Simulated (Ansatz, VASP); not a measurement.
# One calculation of Li2S, two programs

```
S Li
1.0
     0.00000    2.85280    2.85280
     2.85280    0.00000    2.85280
     2.85280    2.85280    0.00000
S Li
1 2
Cartesian
  0.0000 0.0000 0.0000
  1.4264 1.4264 1.4264
  4.2792 4.2792 4.2792
```

The cell comes from a database or a generator and needn't be the stable form of this composition.

Alike in both runs: task single point; functional PBE; k mesh 12 × 12 × 12; occupations fermi-dirac, width 0.08 eV; no spin polarisation.

|  | VASP | Ansatz |
| --- | --- | --- |
| version | VASP 6.6.1 | Ansatz 0.2.0 |
| potentials or method | VASP PAW PBE potentials, release 64 (S, Li_sv), cutoff 520 eV | all-electron LAPW, scalar-relativistic |

```tsv
	VASP	Ansatz	Ansatz less VASP
gap on the k mesh at the Fermi level (eV)	3.39	3.39	+0.002
```

Ansatz ran all-electron here, so the differences hold the error of VASP's frozen core and of both bases.

 A k mesh can miss the band edges.
